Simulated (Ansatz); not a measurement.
BeO (wurtzite)

```
BeO
1.0
    2.69049     0.00000     0.00000
   -1.34524     2.33003     0.00000
    0.00000     0.00000     4.36988
Be O
2 2
Direct
  0.66667   0.33333   0.00145
  0.33333   0.66667   0.50145
  0.66667   0.33333   0.62375
  0.33333   0.66667   0.12375
```

E(V) scan at fixed shape, V₀ the volume above. The atoms relax within the cell's symmetry.

Method: r2SCAN (plane waves to 500 eV, PAW, scalar-relativistic; Ansatz, a first-principles code). k mesh 14×14×8 (Γ-centred), Fermi-Dirac smearing 0.05 eV. The energy includes the smearing's −TS. Compression counts positive. With the shape held, the modulus is that of even scaling; a crystal free to change shape is softer. BeO was relaxed with its symmetry unable to fall. ΔE is measured from the relaxed starting cell.

| V (Å³/atom) | ΔE (meV/atom) |
|---|---|
| 5.753 | 161.8 |
| 5.972 | 97.8 |
| 6.191 | withheld |
| 6.410 | 21.9 |
| 6.629 | 5.2 |
| 6.849 | 0.0 |
| 7.068 | 4.7 |
| 7.287 | 17.9 |
| 7.506 | 38.4 |
| 7.725 | 65.2 |
| 7.944 | 97.4 |

### Question
Fit a third-order Birch-Murnaghan form (E₀, V₀, B₀, B₀′ free) to the given rows and predict ΔE at V = 6.191.

### Answer
Least squares on the 10 given rows: ΔE = E₀ + (9V₀B₀/16)·y²·[2 + (B₀′ − 4)y], y = (V₀/V)^(2/3) − 1, with V₀ = 6.849 Å³/atom, B₀ = 225.4 GPa (160.2 GPa = 1 eV/Å³; the term in eV is multiplied by 1000), B₀′ = 3.72, E₀ = 0.00 meV/atom; root-mean-square residual 0.05 meV/atom. At 6.191 the fit gives 52.1 meV/atom; the calculation gives 52.0 meV/atom, so the interpolation is off by 0.1 (+0.2 %). For the pressure the fit gives 27.5 GPa against the computed 27.4 GPa.

(Under strain, the slope of the energy per volume gives the stress and its curvature an elastic modulus.)
